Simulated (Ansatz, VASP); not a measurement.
Ni3O: VASP beside Ansatz

INCAR

```
ALGO     = Normal         # electronic algorithm
EDIFF    = 1E-6           # SCF threshold, eV
ENCUT    = 520            # plane-wave cutoff, eV
GGA      = PE             # functional
ISIF     = 2              # what is computed and relaxed
ISMEAR   = 0              # smearing method
ISPIN    = 2              # spin polarisation
LASPH    = T              # aspherical terms in the spheres
LCHARG   = T              # write CHGCAR
LELF     = T              # ELF
LMAXMIX  = 4              # l up to which the mixer works
LORBIT   = 11             # projections on sites
LREAL    = F              # projectors in reciprocal space
LVHAR    = T            
LWAVE    = F              # write WAVECAR
MAGMOM   = 2 2 2 0        # initial moments
NBANDS   = 30             # bands
NELM     = 150            # most SCF steps
PREC     = Accurate       # precision mode
SIGMA    = 0.1            # smearing width, eV
```

File KPOINTS:

```
k-points
0
Gamma
  6 6 6
```

The input POSCAR:

```
Ni3O
1.0
   -2.2937728700      2.2937728700      2.2937728700
    2.2937728700     -2.2937728700      2.2937728700
    2.2937728700      2.2937728700     -2.2937728700
Ni O
3 1
Direct
    0.0000000000      0.5000000000      0.5000000000
    0.5000000000      0.0000000000      0.5000000000
    0.5000000000      0.5000000000      0.0000000000
    0.0000000000      0.0000000000      0.0000000000
```

Input for Ansatz:

```yaml
crystal:
  lattice:
    - [-2.29377287, 2.29377287, 2.29377287]
    - [2.29377287, -2.29377287, 2.29377287]
    - [2.29377287, 2.29377287, -2.29377287]
  atoms:
    - { symbol: Ni, position: [0.0, 0.5, 0.5], spin: 2.0 }
    - { symbol: Ni, position: [0.5, 0.0, 0.5], spin: 2.0 }
    - { symbol: Ni, position: [0.5, 0.5, 0.0], spin: 2.0 }
    - { symbol: O, position: [0.0, 0.0, 0.0] }
basis:
  ecutwfc: 420
kpoints:
  mp_grid: { grid: [6, 6, 6] }
hamiltonian:
  xc: pbe
scf:
  occupations: { method: gaussian, width: 0.1 }
  lower_state_search: "off"
output:
  forces: true
  stress: true
  eigenvalues: true
  populations: true
magnetization:
  spin_polarized: true
```

Alike in both runs: task single point; functional PBE; k mesh 6 × 6 × 6; occupations gaussian, width 0.1 eV; collinear spin.

```csv
,VASP,Ansatz
version,VASP 6.6.1,Ansatz 0.2.0
potentials or method,"VASP PAW PBE potentials, release 64 (Ni, O)","scalar-relativistic, plane waves, PAW"
plane-wave cutoff (eV),520,420
valence electrons in the cell,36,60
```

Ansatz gave:

- gap on the k mesh at the Fermi level (eV): none
- pressure (GPa): -7.3
- net moment per atom (μB): 0.56
- size of the moment on the site where the two differ most (μB): 0.75

Question: What did VASP give for the same quantities?

Answer: gap on the k mesh at the Fermi level (eV): none; pressure (GPa): -7.5; net moment per atom (μB): 0.55; size of the moment on the site where the two differ most (μB): 0.71.

Site moments also hang on the region over which each program counts them. A gap of «none» marks a metal or a gap that the smearing closes. The two sets of potentials don't hold the same shells in valence.

Caveats: semilocal functionals often make such compounds metallic where correlation or magnetic order opens a gap, which also shifts bond lengths.
